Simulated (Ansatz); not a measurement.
## Quadrupolar parameters in W

The cell is a COD entry whose atoms were relaxed with PBE, the cell held.

Space group Pm-3n (No. 223); a = 5.0830 Å.

| site | Wyckoff | site symmetry | x | y | z |
| --- | --- | --- | --- | --- | --- |
| W1 | 2a | m-3. | 0.0000 | 0.0000 | 0.0000 |
| W3 | 6c | -4m.2 | 0.0000 | 0.5000 | 0.2500 |

One atom of each set is listed.

All values are calculated (Ansatz; DFT, PBEsol, plane waves and PAW, scalar-relativistic, 420 eV cutoff, Γ-centred 9×9×9 k-points, Fermi–Dirac smearing 0.05 eV), not measured.

C_Q = eQV_zz/h, which is 24.18 MHz for Q = 1 b and V_zz = 10²¹ V/m²; η = (V_xx − V_yy)/V_zz.

Problem. What field gradients does the calculation give at each kind of site?

Solution. 

| site | atoms | first shell | V_xx, V_yy, V_zz (10²¹ V/m²) | η | C_Q (MHz) |
| --- | --- | --- | --- | --- | --- |
| W1 | 2 | 12 W at 2.84 Å | 0.00, 0.00, 0.00 | – | – |
| W3 | 6 | 14 W at 2.54–3.11 Å | 3.18, 3.18, -6.35 | 0.00 | – |

An axis of threefold or higher order runs through W3, so V_zz lies along it and η is zero. W1 sits on a cubic site, where every gradient vanishes.

W has no stable isotope with a ground-state quadrupole moment in the table, so no C_Q is given.

At this cell the PBEsol pressure is -9 GPa, so with PBEsol the cell would shrink if it were relaxed. With no gap above 0.1 eV, as in a metal, the gradients converge slowly in k; expect changes of a tenth or more on a denser mesh. Without spin–orbit coupling the gradients at and beside W can be off by some per cent, at some sites by more.
